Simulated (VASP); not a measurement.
# RbBr (Pm-3m) in VASP: reference runs

How does RbBr come out in PBE? The cell is run as given and disturbed.

Everything below comes from runs of VASP 6.6.1. Logs are shortened: lines on timing, memory, paths and dates and some standing lists are left out, and cuts for length are marked.

## Step 1: Starting point

It takes space group Pm-3m (No. 221, cubic). The conventional cell has a = 4.126 Å, b = 4.126 Å, c = 4.126 Å, α = 90.00°, β = 90.00°, γ = 90.00°. Rb (site symmetry m-3m) has 8 Br at 3.57 Å as nearest neighbours. Br (site symmetry m-3m) has 8 Rb at 3.57 Å as nearest neighbours.

The cell comes from a database or a generator and needn't be the stable form of this composition.

## Step 2: Single point, PBE

File INCAR:

```
SYSTEM = RbBr
PREC = Accurate ; ENCUT = 520
EDIFF = 1E-7 ; ISMEAR = -1
SIGMA = 0.05 ; LREAL = .FALSE.
LASPH = .TRUE. ; NELM = 80
ALGO = Normal ; ISIF = 2
LWAVE = .FALSE. ; LCHARG = .FALSE.
GGA = PE ; NBANDS = 15
```

File KPOINTS:

```
Automatic mesh
0
G
  7 7 7
  0 0 0
```

File POSCAR:

```
RbBr
1.0
    4.1260773000      0.0000000000      0.0000000000
    0.0000000000      4.1260773000      0.0000000000
    0.0000000000      0.0000000000      4.1260773000
Rb Br
1 1
Direct
    0.0000000000      0.0000000000      0.0000000000
    0.5000000000      0.5000000000      0.5000000000
```

Potentials or basis: VASP PAW PBE potentials, release 64 (Rb_sv, Br).

The run is started by

```
$ cat potpaw_PBE.64/Rb_sv/POTCAR potpaw_PBE.64/Br/POTCAR > POTCAR
$ mpirun -np 1 vasp_std > vasp.out
```

OUTCAR:

```text
SYSTEM = RbBr
   PREC = Accurate
   ENCUT = 520
   EDIFF = 1E-7
   ISMEAR = -1
   LREAL = .FALSE.
   LASPH = .TRUE.
   NELM = 80
   ISIF = 2
   GGA = PE

 ion  position               nearest neighbor table
   1  0.000  0.000  0.000-   2 3.57   2 3.57   2 3.57   2 3.57   2 3.57   2 3.57   2 3.57   2 3.57

   2  0.500  0.500  0.500-   1 3.57   1 3.57   1 3.57   1 3.57   1 3.57   1 3.57   1 3.57   1 3.57

  LATTYP: Found a simple cubic cell.
 ALAT       =     4.1260773000

  Lattice vectors:

 A1 = (   4.1260773000,   0.0000000000,   0.0000000000)
 A2 = (   0.0000000000,   4.1260773000,   0.0000000000)
 A3 = (   0.0000000000,   0.0000000000,   4.1260773000)

Analysis of symmetry for initial positions (statically):
=====================================================================
 Subroutine PRICEL returns:
 Original cell was already a primitive cell.

 Routine SETGRP: Setting up the symmetry group for a
 simple cubic supercell.

 Subroutine GETGRP returns: Found 48 space group operations
 (whereof 48 operations were pure point group operations)
 out of a pool of 48 trial point group operations.

The static configuration has the point symmetry O_h .

Analysis of symmetry for dynamics (positions and initial velocities):
=====================================================================
 Subroutine PRICEL returns:
 Original cell was already a primitive cell.

 Routine SETGRP: Setting up the symmetry group for a
 simple cubic supercell.

 Subroutine GETGRP returns: Found 48 space group operations
 (whereof 48 operations were pure point group operations)
 out of a pool of 48 trial point group operations.

The dynamic configuration has the point symmetry O_h .

 Subroutine INISYM returns: Found 48 space group operations
 (whereof 48 operations are pure point group operations),
 and found     1 'primitive' translations

----------------------------------------------------------------------------------------

                                     Primitive cell

  volume of cell :      70.2445

  direct lattice vectors                    reciprocal lattice vectors
     4.126077300  0.000000000  0.000000000     0.242360947  0.000000000  0.000000000
     0.000000000  4.126077300  0.000000000     0.000000000  0.242360947  0.000000000
     0.000000000  0.000000000  4.126077300     0.000000000  0.000000000  0.242360947

  length of vectors
     4.126077300  4.126077300  4.126077300     0.242360947  0.242360947  0.242360947

[... 85 lines left out ...]
   PSTRESS=    0.0 pullay stress
   NELECT =      16.0000    total number of electrons
   NUPDOWN=      -1.0000    fix difference up-down
   EMIN   =  10.00;   EMAX   =-10.00  energy-range for DOS
   EFERMI =   0.00;   METHOD = LEGACY
   ISMEAR =    -1;   SIGMA  =   0.05  broadening in eV -4-tet -1-fermi 0-gaus
   EFERMI_NEDOS =   21; number of points for ismear=-14 and -15
   IALGO  =     38    algorithm
   IMIX   =      4    mixing-type and parameters
     AMIX     =   0.40;   BMIX     =  1.00
     AMIX_MAG =   1.60;   BMIX_MAG =  1.00
  volume/ion in A,a.u.               =      35.12       237.02
  Fermi-wavevector in a.u.,A,eV,Ry     =   0.999795  1.889338 13.600238  0.999589
  Thomas-Fermi vector in A             =   2.132108
   LORBIT       =      0    0 simple, 1 ext, 2 COOP (PROOUT), +10 PAW based schemes
   GGA     = PE    functional components
   LHFCALC =     F    Hartree Fock is set to
   AEXX    =    0.0000 exact exchange contribution
   IVDW    =     0    specifies the selected vdW correction
   LEPSILON=     F    determine dielectric tensor
   LRPA    =     F    only Hartree local field effects (RPA)
 non-spin polarized calculation
  energy-cutoff  :      520.00
  volume of cell :       70.24
 maximum number of plane-waves:      1907
 NGX is ok and might be reduce to    32
   NGX = 15   NGY = 15   NGZ = 15

 number of electron      16.0000002 magnetization

 Free energy of the ion-electron system (eV)
  ---------------------------------------------------
  ext. energy  EPLUGINS =         0.00000000
  ---------------------------------------------------
  free energy    TOTEN  =        -5.99579982 eV

  energy without entropy =       -5.99579982  energy(sigma->0) =       -5.99579982

 E-fermi :   0.3689     XC(G=0):  -7.9288

 val. band max:       -0.6880885192   @ k =   0.4286   0.4286   0.0000
 cond. band min:       3.4164401295   @ k =   0.0000   0.0000   0.0000
 fundamental gap:      4.1045286487
 Fermi energy:         0.3688544655

 k-point     1 :       0.0000    0.0000    0.0000
  band No.  band energies     occupation
      1     -25.7688      2.00000
      2     -13.2828      2.00000
      3      -9.7520      2.00000
      4      -9.7520      2.00000
      5      -9.7520      2.00000
      6      -0.8185      2.00000
      7      -0.8185      2.00000
      8      -0.8185      2.00000
      9       3.4164      0.00000
     10       4.9155      0.00000
     11       4.9155      0.00000
     12       9.2644      0.00000
     13       9.2644      0.00000
     14       9.2644      0.00000
[... 329 lines left out ...]
      2     -13.0039      2.00000
      3      -9.9732      2.00000
      4      -9.9673      2.00000
      5      -9.9673      2.00000
      6      -1.9413      2.00000
      7      -1.9413      2.00000
      8      -1.8866      2.00000
      9       7.0270      0.00000
     10       7.4289      0.00000
     11       7.4289      0.00000
     12       8.5387      0.00000
     13       8.7166      0.00000
     14       8.7166      0.00000
     15      11.5551      0.00000

------------------------ aborting loop because EDIFF is reached ----------------------------------------

  FORCE on cell =-STRESS in cart. coord.  units (eV):
  Direction    XX          YY          ZZ          XY          YZ          ZX
  --------------------------------------------------------------------------------------
  -------------------------------------------------------------------------------------
  Total        0.3668662      0.3668662      0.3668662      0.0000000      0.0000000      0.0000000
  in kB        8.3677015      8.3677015      8.3677015      0.0000000      0.0000000      0.0000000
  external PRESSURE =       8.3677015 kB  Pullay stress =       0.0000000 kB

 VOLUME and BASIS-vectors are now :
 -----------------------------------------------------------------------------
  energy-cutoff  :      520.00
  volume of cell :       70.24
      direct lattice vectors                 reciprocal lattice vectors
     4.126077300  0.000000000  0.000000000     0.242360947  0.000000000  0.000000000
     0.000000000  4.126077300  0.000000000     0.000000000  0.242360947  0.000000000
     0.000000000  0.000000000  4.126077300     0.000000000  0.000000000  0.242360947

 POSITION                                       TOTAL-FORCE (eV/Angst)
 -----------------------------------------------------------------------------------
      0.00000      0.00000      0.00000         0.000000      0.000000      0.000000
      2.06304      2.06304      2.06304         0.000000      0.000000      0.000000
 -----------------------------------------------------------------------------------
    total drift:                                0.000000      0.000000     -0.000000

  FREE ENERGIE OF THE ION-ELECTRON SYSTEM (eV)
  ---------------------------------------------------
  free  energy   TOTEN  =        -5.9957998210 eV

  energy  without entropy=       -5.9957998209  energy(sigma->0) =       -5.99579982
```

stdout:

```text
POSCAR found type information on POSCAR RbBr
 POSCAR found :  2 types and       2 ions
 scaLAPACK will be used
 LDA part: xc-table for (Slater+PW92), standard interpolation
 POSCAR, INCAR and KPOINTS ok, starting setup
 FFT: planning ... GRIDC
 FFT: planning ... GRID_SOFT
 FFT: planning ... GRID
 WAVECAR not read
 entering main loop
```

Wall time 6.6 s (1 thread of Intel Xeon 6975P-C (Granite Rapids), shared host); peak memory 0.18 GiB.

What came out:

```yaml
Free_energy: -5.9958 eV
Pressure: 0.8 GPa
Band_gap_on_the_k_mesh: 4.10 eV, indirect (least direct gap 4.23 eV)
```

Levels at points of the mesh, in eV from the valence-band top:
```tsv
k point	band 5	band 6	band 7	band 8	band 9	band 10	band 11	band 12
(0.00, 0.00, 0.00)	-9.06	-0.13	-0.13	-0.13	4.10	5.60	5.60	9.95
```

Caveat: an odd mesh through Γ misses points on the zone boundary, where band edges often lie.

## Step 3: Single point, PBE (atoms moved at random, drawn with an rms of 0.05 Å)

File INCAR:

```
PREC     = Accurate       # precision mode
ENCUT    = 520            # plane-wave cutoff, eV
EDIFF    = 1E-7           # SCF threshold, eV
ISMEAR   = -1             # smearing method
SIGMA    = 0.05           # smearing width, eV
LREAL    = False          # projectors in reciprocal space
LASPH    = True           # aspherical terms in the spheres
NELM     = 60             # most SCF steps
ALGO     = Normal         # electronic algorithm
ISIF     = 2              # what is computed and relaxed
LWAVE    = False          # write WAVECAR
LCHARG   = False          # write CHGCAR
GGA      = PE             # functional
NBANDS   = 15             # bands
```

File KPOINTS:

```
Automatic mesh
0
Gamma
  7 7 7
```

File POSCAR:

```
RbBr
1.0
    4.1260773000      0.0000000000      0.0000000000
    0.0000000000      4.1260773000      0.0000000000
    0.0000000000      0.0000000000      4.1260773000
Rb Br
1 1
Direct
   -0.0070150000      0.0053080000     -0.0074170000
    0.4916270000      0.5062970000      0.5044660000
```

Potentials or basis: VASP PAW PBE potentials, release 64 (Rb_sv, Br).

The run is started by

```
$ cat potpaw_PBE.64/Rb_sv/POTCAR potpaw_PBE.64/Br/POTCAR > POTCAR
$ mpirun -np 1 vasp_std > vasp.out
```

Wall time 40 s (1 thread of Intel Xeon 6975P-C (Granite Rapids), shared host); peak memory 0.3 GiB.

The run converged. Its results:

| Quantity | Value |
| --- | --- |
| Free energy | -5.9948 eV |
| Pressure | 0.8 GPa |
| Largest force | 0.041 eV/Å |
| Band gap on the k mesh | 4.11 eV, indirect (least direct gap 4.24 eV) |

Forces on the atoms (eV/Å):
```
Rb  -0.005  0.003  0.040
Br   0.005 -0.003 -0.040
```

Levels at points of the mesh, in eV from the valence-band top:
| k point | band 6 | band 7 | band 8 | band 9 | band 10 | band 11 |
| --- | --- | --- | --- | --- | --- | --- |
| (0.00, 0.00, 0.00) | -0.13 | -0.13 | -0.13 | 4.11 | 5.60 | 5.61 |

Caveat: an odd mesh through Γ misses points on the zone boundary, where band edges often lie.
